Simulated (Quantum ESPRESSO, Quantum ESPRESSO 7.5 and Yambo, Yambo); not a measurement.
# A GW chain in Yambo: GaAs (F-43m)

Wanted: ground state, empty states, screening and self-energy for GaAs (F-43m).

Calculated with Quantum ESPRESSO 7.5 and Yambo 5.3.0; PBE and many-body steps on it, plane waves.

**Experimental background.**

- Gap 1.51 eV: band-edge emission energy from PL (direct gap at Gamma); photoluminescence, 633 nm excitation; 77 K; bulk crystal (MBE GaAs matrix around a thin InAs wetting layer on semi-insulating GaAs (100)) (“Photoluminescence of InAs/GaAs quantum dots under direct two-photon excitation”, 2020, pmc:7331710).

- Gap 1.412 ± 0.01 eV: direct gap E0 at Gamma from ellipsometry; variable-angle spectroscopic ellipsometry, parametric critical-point fit; 300 K; bulk crystal (semi-insulating GaAs(001) reference substrate with native oxide) (“Evidence of valence band perturbations in GaAsN/GaAs(001): A combined variable-angle spectroscopic ellipsometry and modulated photoreflectance investigation”, 2008, arxiv:0805.2212).

- Gap 1.42 eV: band-edge photoluminescence emission energy of the GaAs substrate; time-integrated photoluminescence; 300 K; bulk crystal ((001) GaAs substrate beneath GaBiAs epilayers) (“Investigation of the anisotropic electron g factor as a probe of the electronic structure of GaBixAs1-x/GaAs epilayers”, 2014, arxiv:1409.8467).

- Gap 1.418 ± 0.005 eV: direct gap E0 at Gamma from PR; modulated photoreflectance, low-field lineshape fit; 300 K; bulk crystal (semi-insulating GaAs(001) reference substrate) (“Evidence of valence band perturbations in GaAsN/GaAs(001): A combined variable-angle spectroscopic ellipsometry and modulated photoreflectance investigation”, 2008, arxiv:0805.2212).

### Step 1. The starting structure

It takes space group F-43m (No. 216, cubic). The conventional cell has a = 5.654 Å, b = 5.654 Å, c = 5.654 Å, α = 90.00°, β = 90.00°, γ = 90.00°. Nearest to Ga lie 4 As at 2.45 Å. Nearest to As lie 4 Ga at 2.45 Å. Farther neighbours are not listed.

The cell and positions come from the Crystallography Open Database and are kept as given unless a step says otherwise.

### Step 2. Ground state

This step: Quantum ESPRESSO 7.5; DFT, PBE, plane waves, norm-conserving pseudopotentials.

The ground-state density comes first.

File pw.in:

```
&control
  calculation = 'scf'
  prefix = 'x'
  outdir = 'o'
  pseudo_dir = 'pseudo'
/
&system
  ibrav = 0
  nat = 2
  ntyp = 2
  ecutwfc = 76.0
  nbnd = 19
  force_symmorphic = .true.
/
&electrons
  conv_thr = 1e-10
  electron_maxstep = 80
  mixing_beta = 0.5
/
ATOMIC_SPECIES
  Ga 69.723 Ga.upf
  As 74.922 As.upf
CELL_PARAMETERS angstrom
  0.0000000000 2.8268500000 2.8268500000
  2.8268500000 0.0000000000 2.8268500000
  2.8268500000 2.8268500000 0.0000000000
ATOMIC_POSITIONS crystal
  Ga 0.0000000000 0.0000000000 0.0000000000
  As 0.2500000000 0.2500000000 0.2500000000
K_POINTS automatic
  6 6 6 0 0 0
```

Run with:

```console
> OMP_NUM_THREADS=1 mpirun -n 4 pw.x -nk 4 -in pw.in > pw.out
```

Log:

```text
Program PWSCF v.7.5 starts

     This program is part of the open-source Quantum ESPRESSO suite
     for quantum simulation of materials; please cite
         "P. Giannozzi et al., J. Phys.:Condens. Matter 21 395502 (2009);
         "P. Giannozzi et al., J. Phys.:Condens. Matter 29 465901 (2017);
         "P. Giannozzi et al., J. Chem. Phys. 152 154105 (2020);
     in publications or presentations arising from this work. More details at
     Message from routine setup:
     using ibrav=0 with symmetry is DISCOURAGED, use correct ibrav instead

     G-vector sticks info

     bravais-lattice index     =            0
     lattice parameter (alat)  =       7.5547  a.u.
     unit-cell volume          =     304.8842 (a.u.)^3
     number of atoms/cell      =            2
     number of atomic types    =            2
     number of electrons       =        28.00
     number of Kohn-Sham states=           19
     kinetic-energy cutoff     =      76.0000  Ry
     charge density cutoff     =     304.0000  Ry
     scf convergence threshold =      1.0E-10
     mixing beta               =       0.5000
     number of iterations used =            8  plain     mixing
     Exchange-correlation= PBE
                           (   1   4   3   4   0   0   0)

     celldm(1)=   7.554690  celldm(2)=   0.000000  celldm(3)=   0.000000
     celldm(4)=   0.000000  celldm(5)=   0.000000  celldm(6)=   0.000000

     crystal axes: (cart. coord. in units of alat)
               a(1) = (   0.000000   0.707107   0.707107 )
               a(2) = (   0.707107   0.000000   0.707107 )
               a(3) = (   0.707107   0.707107   0.000000 )

     reciprocal axes: (cart. coord. in units 2 pi/alat)
               b(1) = ( -0.707107  0.707107  0.707107 )
               b(2) = (  0.707107 -0.707107  0.707107 )
               b(3) = (  0.707107  0.707107 -0.707107 )
     Pseudo is Norm-conserving + core correction, Zval = 13.0
     Generated using ONCVPSP code by D. R. Hamann
     Using radial grid of 1902 points,  6 beta functions with:
     Pseudo is Norm-conserving + core correction, Zval = 15.0
     Generated using ONCVPSP code by D. R. Hamann
     Using radial grid of 1358 points,  6 beta functions with:
     Ga               13.00    69.72300     Ga( 1.00)
     As               15.00    74.92200     As( 1.00)

     24 Sym. Ops. (no inversion) found

   Cartesian axes

     site n.     atom                  positions (alat units)
         1        Ga     tau(   1) = (   0.0000000   0.0000000   0.0000000  )
         2        As     tau(   2) = (   0.3535534   0.3535534   0.3535534  )

     number of k points=    16
                       cart. coord. in units 2pi/alat
        k(    1) = (   0.0000000   0.0000000   0.0000000), wk =   0.0092593
        k(    2) = (   0.1178511   0.1178511  -0.1178511), wk =   0.0740741
        k(    3) = (   0.2357023   0.2357023  -0.2357023), wk =   0.0740741
        k(    4) = (  -0.3535534  -0.3535534   0.3535534), wk =   0.0370370
        k(    5) = (   0.2357023   0.0000000  -0.0000000), wk =   0.0555556
        k(    6) = (   0.3535534   0.1178511  -0.1178511), wk =   0.2222222
        k(    7) = (  -0.2357023  -0.4714045   0.4714045), wk =   0.2222222
        k(    8) = (  -0.1178511  -0.3535534   0.3535534), wk =   0.2222222
        k(    9) = (   0.0000000  -0.2357023   0.2357023), wk =   0.1111111
        k(   10) = (   0.4714045   0.0000000  -0.0000000), wk =   0.0555556
     [... 4 further rows ...]
        k(   15) = (  -0.1178511  -0.3535534   0.5892557), wk =   0.2222222
        k(   16) = (  -0.7071068   0.2357023   0.0000000), wk =   0.1111111

     Dense  grid:    27317 G-vectors     FFT dimensions: (  45,  45,  45)

     Initial potential from superposition of free atoms

     starting charge      27.9971, renormalised to      28.0000
     Starting wfcs are   18 randomized atomic wfcs +    1 random wfcs

     per-process dynamical memory:    26.3 Mb

     Self-consistent Calculation

     iteration #  1     ecut=    76.00 Ry     beta= 0.50

     Threshold (ethr) on eigenvalues was too large:
     Diagonalizing with lowered threshold

     total energy              =    -365.12033810 Ry
     estimated scf accuracy    <       0.04920319 Ry

     iteration #  2     ecut=    76.00 Ry     beta= 0.50

     total energy              =    -365.12633094 Ry
     estimated scf accuracy    <       0.00570716 Ry

     iteration #  3     ecut=    76.00 Ry     beta= 0.50

     total energy              =    -365.12658541 Ry
     estimated scf accuracy    <       0.00093469 Ry

     iteration #  4     ecut=    76.00 Ry     beta= 0.50

     total energy              =    -365.12663297 Ry
     estimated scf accuracy    <       0.00001895 Ry

     iteration #  5     ecut=    76.00 Ry     beta= 0.50

     total energy              =    -365.12663683 Ry
     estimated scf accuracy    <       0.00000133 Ry

     iteration #  6     ecut=    76.00 Ry     beta= 0.50

     total energy              =    -365.12663707 Ry
     estimated scf accuracy    <       0.00000011 Ry

     iteration #  7     ecut=    76.00 Ry     beta= 0.50

     total energy              =    -365.12663711 Ry
     estimated scf accuracy    <          8.3E-09 Ry

     iteration #  8     ecut=    76.00 Ry     beta= 0.50

     total energy              =    -365.12663711 Ry
     estimated scf accuracy    <          1.9E-09 Ry

     iteration #  9     ecut=    76.00 Ry     beta= 0.50

     total energy              =    -365.12663711 Ry
     estimated scf accuracy    <          4.0E-10 Ry

     iteration # 10     ecut=    76.00 Ry     beta= 0.50

     End of self-consistent calculation

          k = 0.0000 0.0000 0.0000 (  3479 PWs)   bands (ev):

   -26.4007 -26.4007 -26.4007 -26.3913 -26.3913  -6.0157  -6.0157  -6.0157
    -5.9387  -5.9387  -3.9193   8.8080   8.8080   8.8080   9.3217  12.5467
    12.5467  12.5467  16.4118

          k = 0.1179 0.1179-0.1179 (  3425 PWs)   bands (ev):

   -26.4006 -26.4001 -26.4001 -26.3908 -26.3908  -6.0381  -6.0097  -6.0097
    -5.9387  -5.9387  -3.5994   6.0965   8.4280   8.4280  10.4417  13.0939
    13.0939  13.4945  17.8802

          k = 0.2357 0.2357-0.2357 (  3428 PWs)   bands (ev):

   -26.4004 -26.3999 -26.3999 -26.3908 -26.3908  -6.0772  -6.0000  -6.0000
    -5.9370  -5.9370  -2.7734   3.4316   7.8825   7.8825  10.0255  13.5124
    13.5124  16.0615  17.5874

          k =-0.3536-0.3536 0.3536 (  3426 PWs)   bands (ev):

     [... further k-points ...]

     highest occupied, lowest unoccupied level (ev):     8.8080    9.3217

!    total energy              =    -365.12663711 Ry
     estimated scf accuracy    <          1.4E-11 Ry

     The total energy is the sum of the following terms:
     one-electron contribution =    -192.06416925 Ry
     hartree contribution      =     114.73274341 Ry
     xc contribution           =     -89.44237749 Ry
     ewald contribution        =    -198.35283378 Ry

     convergence has been achieved in  10 iterations

     XML data file, charge density, pseudopotentials, collected wavefunctions

=------------------------------------------------------------------------------=
   JOB DONE.
=------------------------------------------------------------------------------=
```

It took 11 s on 4 MPI ranks of Arm Neoverse N1, shared host; peak memory 0.26 GiB; 45 s of CPU time.

Numbers from this step:

```
total energy               : -4967.8010 eV
gap                        : 0.5137 eV
k of the valence top       : 0, 0, 0
k of the conduction bottom : 0, 0, 0
least direct gap           : 0.5137 eV
```

The gap is direct, at Γ.

### Step 3. Bands along the symmetry lines

Levels along a band path, at the cheap level, show where the edges lie and whether the meshes to come will hold them.

File pw.in:

```
&control
  calculation = 'bands'
  prefix = 'x'
  outdir = 'o'
  pseudo_dir = 'pseudo'
/
&system
  ibrav = 0
  nat = 2
  ntyp = 2
  ecutwfc = 76.0
  nbnd = 20
  force_symmorphic = .true.
/
&electrons
  conv_thr = 1e-9
  electron_maxstep = 80
  diago_full_acc = .true.
  diago_thr_init = 5e-6
/
ATOMIC_SPECIES
  Ga 69.723 Ga.upf
  As 74.922 As.upf
CELL_PARAMETERS angstrom
  0.0000000000 2.8268500000 2.8268500000
  2.8268500000 0.0000000000 2.8268500000
  2.8268500000 2.8268500000 0.0000000000
ATOMIC_POSITIONS crystal
  Ga 0.0000000000 0.0000000000 0.0000000000
  As 0.2500000000 0.2500000000 0.2500000000
K_POINTS crystal
  50
  0.00000000 0.00000000 0.00000000 1
  -0.06250000 -0.06250000 0.00000000 1
  -0.12500000 -0.12500000 0.00000000 1
  -0.18750000 -0.18750000 0.00000000 1
  -0.25000000 -0.25000000 0.00000000 1
  -0.31250000 -0.31250000 0.00000000 1
  -0.37500000 -0.37500000 0.00000000 1
  -0.43750000 -0.43750000 0.00000000 1
  -0.50000000 -0.50000000 0.00000000 1
  -0.48437500 -0.48437500 0.03125000 1
  -0.46875000 -0.46875000 0.06250000 1
  -0.45312500 -0.45312500 0.09375000 1
  -0.43750000 -0.43750000 0.12500000 1
  -0.42187500 -0.42187500 0.15625000 1
  -0.40625000 -0.40625000 0.18750000 1
  -0.39062500 -0.39062500 0.21875000 1
  -0.37500000 -0.37500000 0.25000000 1
  -0.37500000 0.00000000 0.37500000 1
  -0.32812500 0.00000000 0.32812500 1
  -0.28125000 0.00000000 0.28125000 1
  -0.23437500 0.00000000 0.23437500 1
  -0.18750000 0.00000000 0.18750000 1
  -0.14062500 0.00000000 0.14062500 1
  -0.09375000 0.00000000 0.09375000 1
  -0.04687500 0.00000000 0.04687500 1
  0.00000000 0.00000000 0.00000000 1
  0.00000000 0.00000000 0.06250000 1
  0.00000000 0.00000000 0.12500000 1
  0.00000000 0.00000000 0.18750000 1
  0.00000000 0.00000000 0.25000000 1
  0.00000000 0.00000000 0.31250000 1
  0.00000000 0.00000000 0.37500000 1
  0.00000000 0.00000000 0.43750000 1
  -0.00000000 -0.00000000 0.50000000 1
  -0.06250000 -0.03125000 0.46875000 1
  -0.12500000 -0.06250000 0.43750000 1
  -0.18750000 -0.09375000 0.40625000 1
  -0.25000000 -0.12500000 0.37500000 1
  -0.31250000 -0.15625000 0.34375000 1
  -0.37500000 -0.18750000 0.31250000 1
  -0.43750000 -0.21875000 0.28125000 1
  -0.50000000 -0.25000000 0.25000000 1
  -0.50000000 -0.28125000 0.21875000 1
  -0.50000000 -0.31250000 0.18750000 1
  -0.50000000 -0.34375000 0.15625000 1
  -0.50000000 -0.37500000 0.12500000 1
  -0.50000000 -0.40625000 0.09375000 1
  -0.50000000 -0.43750000 0.06250000 1
  -0.50000000 -0.46875000 0.03125000 1
  -0.50000000 -0.50000000 0.00000000 1
```

Log:

```text
[banner, memory and clock lines left out]
Program PWSCF v.7.5 starts

     Atomic positions and unit cell read from directory:
     o/x.save/

     Message from routine setup:
     using ibrav=0 with symmetry is DISCOURAGED, use correct ibrav instead

     G-vector sticks info

     bravais-lattice index     =            0
     lattice parameter (alat)  =       7.5547  a.u.
     unit-cell volume          =     304.8842 (a.u.)^3
     number of atoms/cell      =            2
     number of atomic types    =            2
     number of electrons       =        28.00
     number of Kohn-Sham states=           20
     kinetic-energy cutoff     =      76.0000  Ry
     charge density cutoff     =     304.0000  Ry
     Exchange-correlation= PBE
                           (   1   4   3   4   0   0   0)

     celldm(1)=   7.554690  celldm(2)=   0.000000  celldm(3)=   0.000000
     celldm(4)=   0.000000  celldm(5)=   0.000000  celldm(6)=   0.000000

     crystal axes: (cart. coord. in units of alat)
               a(1) = (   0.000000   0.707107   0.707107 )
               a(2) = (   0.707107   0.000000   0.707107 )
               a(3) = (   0.707107   0.707107   0.000000 )

     reciprocal axes: (cart. coord. in units 2 pi/alat)
               b(1) = ( -0.707107  0.707107  0.707107 )
               b(2) = (  0.707107 -0.707107  0.707107 )
               b(3) = (  0.707107  0.707107 -0.707107 )
     Pseudo is Norm-conserving + core correction, Zval = 13.0
     Generated using ONCVPSP code by D. R. Hamann
     Using radial grid of 1902 points,  6 beta functions with:
     Pseudo is Norm-conserving + core correction, Zval = 15.0
     Generated using ONCVPSP code by D. R. Hamann
     Using radial grid of 1358 points,  6 beta functions with:
     Ga               13.00    69.72300     Ga( 1.00)
     As               15.00    74.92200     As( 1.00)

     24 Sym. Ops. (no inversion) found

   Cartesian axes

     site n.     atom                  positions (alat units)
         1        Ga     tau(   1) = (   0.0000000   0.0000000   0.0000000  )
         2        As     tau(   2) = (   0.3535534   0.3535534   0.3535534  )

     number of k points=    50
                       cart. coord. in units 2pi/alat
        k(    1) = (   0.0000000   0.0000000   0.0000000), wk =   0.0400000
        k(    2) = (   0.0000000   0.0000000  -0.0883883), wk =   0.0400000
        k(    3) = (   0.0000000   0.0000000  -0.1767767), wk =   0.0400000
[...]
[... 38 further rows ...]
        k(   49) = (   0.0441942  -0.0000000  -0.7071068), wk =   0.0400000
        k(   50) = (   0.0000000   0.0000000  -0.7071068), wk =   0.0400000

     Dense  grid:    27317 G-vectors     FFT dimensions: (  45,  45,  45)

     The potential is recalculated from file :
     o/x.save/charge-density

     Starting wfcs are   18 randomized atomic wfcs +    2 random wfcs

     Band Structure Calculation

     End of band structure calculation

          k = 0.0000 0.0000 0.0000 (  3479 PWs)   bands (ev):

   -26.4007 -26.4007 -26.4007 -26.3913 -26.3913  -6.0158  -6.0158  -6.0158
    -5.9387  -5.9387  -3.9193   8.8080   8.8080   8.8080   9.3217  12.5467
    12.5467  12.5467  16.4118  18.9704

          k = 0.0000 0.0000-0.0884 (  3439 PWs)   bands (ev):

   -26.4005 -26.4003 -26.4003 -26.3911 -26.3910  -6.0215  -6.0139  -6.0139
[...]
12.8203  12.8203  16.7669  18.0926

          k = 0.0000 0.0000-0.1768 (  3431 PWs)   bands (ev):

[...]
13.5070  13.5070  16.8567  17.7161

          k =-0.0000 0.0000-0.2652 (  3431 PWs)   bands (ev):

[...]
k = 0.0000 0.0000-0.3536 (  3399 PWs)   bands (ev):

[...]
k = 0.0000-0.0000-0.4419 (  3431 PWs)   bands (ev):

[...]
k =-0.0000 0.0000-0.5303 (  3407 PWs)   bands (ev):

[...]
k = 0.0000-0.0000-0.6187 (  3406 PWs)   bands (ev):

[...]
k = 0.5303-0.0000-0.5303 (  3414 PWs)   bands (ev):

[...]
k = 0.0000 0.0000 0.0000 (  3479 PWs)   bands (ev):

[...]
k = 0.1326 0.0000-0.7071 (  3386 PWs)   bands (ev):

[...]
k = 0.0884-0.0000-0.7071 (  3386 PWs)   bands (ev):

[...]
k = 0.0442-0.0000-0.7071 (  3384 PWs)   bands (ev):

[...]
18.8132  18.8300  19.7860  21.6940

          k = 0.0000 0.0000-0.7071 (  3378 PWs)   bands (ev):

   -26.4015 -26.3983 -26.3983 -26.3912 -26.3897  -6.1266  -5.9663  -5.9663
    -5.9643  -5.9262  -1.4201   1.9932   6.1323   6.1323  10.2765  10.4697
    18.9814  18.9814  19.7877  22.1254

     XML data file, pseudopotentials, collected wavefunctions
```

Elapsed: 10 s, on 4 MPI ranks; peak memory 0.23 GiB.

This step gave:

```yaml
gap: 0.5137 eV
k_of_the_valence_top: 0, 0, 0
k_of_the_conduction_bottom: 0, 0, 0
least_direct_gap: 0.5137 eV
```

The gap is 0.514 eV, as in the run before at this level.

Electronic bands along the path, in eV, zero at the top of the highest filled band:

| point | band 11 | band 12 | band 13 | band 14 | band 15 | band 16 | band 17 | band 18 |
| --- | --- | --- | --- | --- | --- | --- | --- | --- |
| Γ | -12.73 | 0.00 | 0.00 | 0.00 | 0.51 | 3.74 | 3.74 | 3.74 |
| halfway | -11.80 | -4.09 | -1.69 | -1.69 | 1.99 | 3.27 | 6.62 | 6.62 |
| X | -10.23 | -6.81 | -2.68 | -2.68 | 1.47 | 1.66 | 10.17 | 10.17 |
| halfway | -10.22 | -6.77 | -3.20 | -2.57 | 1.66 | 2.57 | 9.21 | 9.42 |
| U | -10.26 | -6.63 | -3.86 | -2.26 | 1.97 | 4.64 | 7.96 | 8.07 |
| jump to K | -10.26 | -6.63 | -3.86 | -2.26 | 1.97 | 4.64 | 7.96 | 8.07 |
| halfway | -11.72 | -4.56 | -2.44 | -0.68 | 2.69 | 4.77 | 4.81 | 5.65 |
| Γ | -12.73 | 0.00 | 0.00 | 0.00 | 0.51 | 3.74 | 3.74 | 3.74 |
| halfway | -12.04 | -4.14 | -0.68 | -0.68 | 1.45 | 4.60 | 4.60 | 5.96 |
| L | -10.97 | -6.64 | -1.14 | -1.14 | 1.00 | 4.64 | 4.64 | 7.77 |
| halfway | -10.62 | -6.48 | -3.22 | -1.94 | 3.03 | 4.17 | 6.35 | 7.69 |
| W | -10.17 | -6.63 | -3.53 | -3.34 | 4.62 | 4.72 | 5.42 | 6.05 |
| halfway | -10.20 | -6.73 | -3.14 | -3.04 | 2.56 | 2.76 | 8.15 | 8.36 |
| X | -10.23 | -6.81 | -2.68 | -2.68 | 1.47 | 1.66 | 10.17 | 10.17 |

The electronic bands as a text plot (rows in eV, shown from -8.0 to 6.5 only):

```
    6.2 |                  +++              +         ++ +++
    5.6 |    +              +++++++                  +  ++++
    5.0 |                       +  ++      +      +++    ++
    4.4 |  ++             +      ++      +++++++++++++++++++
    3.8 |++              +         ++++++++             +   +
    3.2 |  +++++        +                             ++
    2.6 |  +++  +++    +    +++++++                  +       ++
    2.0 |     ++   ++ + ++++       ++               +         +++
    1.4 | +     ++++++++             +  ++++++++  ++            +
    0.8 |+                            ++        ++
    0.2 |*                           ****
   -0.4 | ***                   ******   ****
   -1.0 | *  *                **   ***  *    *******
   -1.7 |     **           ***   **               *****
   -2.3 |  **   ***     ***     *  **    **         *  *
   -2.9 |    *     *****      **           *         *  **   ****
   -3.5 |              ***  **   **                   *******
   -4.1 |     **          **                *
   -4.7 |                       *
   -5.3 |       **            **             **
   -5.9 |         *         **                 *
   -6.5 |          **  *****                    ****************
   -7.1 |            **                                         *
   -7.7 |
         Γ           X  U|K            Γ         L        W     X
```

(Part 1 of 3 ends here.)

[Paths, hosts, dates, memory and timing lines, banners, echoed tables and standing remarks are left out of the program output.]

[Logs are printed without paths, hosts, clocks, repeated set-up lines and the standing remarks that a program may print on its own settings, such as how far it seeks lower states.]

[Runs of the session that timed out or met a known fault of the program may be left out.]

[Hosts, paths, dates, database ids (printed as entryN), source tags and the programs' standing remarks are cut or masked in the printed files.]
